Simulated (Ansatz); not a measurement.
BeS: a workflow

**What was measured.** From a printed reference work, data compilation, for a bulk crystal of BeS at 300 K: lattice constant a 4.865 Å.

Computed with Ansatz (plane waves, PAW, 420 eV cutoff): PBE, scalar-relativistic, no spin polarisation, Γ-centred 12×12×12 mesh, 0.05 eV Gaussian smearing. The datasets are Ansatz's generated set soft_2.

The chain of runs began from a cell as deposited in COD, expanded in volume. Of that entry: the entry's cell lengths or inner coordinates differ somewhat from later room-temperature determinations.

The first cell:

```cif
data_structure
_symmetry_space_group_name_H-M 'P 1'
_symmetry_Int_Tables_number 1
_cell_length_a 3.4409
_cell_length_b 3.4409
_cell_length_c 3.4409
_cell_angle_alpha 60.000
_cell_angle_beta 60.000
_cell_angle_gamma 60.000
_cell_volume 28.81
loop_
_atom_site_label
_atom_site_type_symbol
_atom_site_fract_x
_atom_site_fract_y
_atom_site_fract_z
_atom_site_occupancy
Be1 Be 0.00000 0.00000 0.00000 1
S1 S 0.75000 0.75000 0.75000 1
```

The steps in volume:

```csv
run,level,k-mesh,kind,V (Å³/atom),P (GPa),E − E(final) (meV/atom),gap on the mesh (eV)
1,PBE,12×12×12,fixed cell,14.40,0.6,0.2,3.13
2,PBE,12×12×12,fixed cell,14.46,0.2,0.0,3.14
3,PBE,12×12×12,fixed cell,14.49,0.0,0.0,3.15
```

Cell and atoms are those of this level's equilibrium.

The final structure (symmetry read at 0.01 Å). Symmetry: F-43m, No. 216, cubic system. Conventional cell: a = 4.876 Å, b = 4.876 Å, c = 4.876 Å, α = 90.00°, β = 90.00°, γ = 90.00°. Be (site symmetry -43m) has 4 S at 2.11 Å as nearest neighbours. Around S (site symmetry -43m) lie 4 Be at 2.11 Å. (Neighbours are counted to 15 % beyond the shortest distance.)

- At the final geometry the gap, band path included, is 3.15 eV.
- The equation of state gives B0 = 93 GPa and B0′ = 3.8.
- Against the elements' standard states, run alike and uncorrected, the formation energy is -1.07 eV/atom.

**Why it comes out so.**

Formal charges Be²⁺, S²⁻ balance and leave closed shells on every ion, so a band insulator is expected, and the gap is 3.15 eV.

**Against experiment.** A measured lattice constant a of BeS is 4.865 Å (300 K; a printed reference work, data compilation); the calculated 4.876 Å misses it by +0.2 %. The calculation is for a static lattice, without zero-point motion or thermal expansion.

Kohn–Sham gaps of semilocal functionals lie under measured ones, often by a third or more.
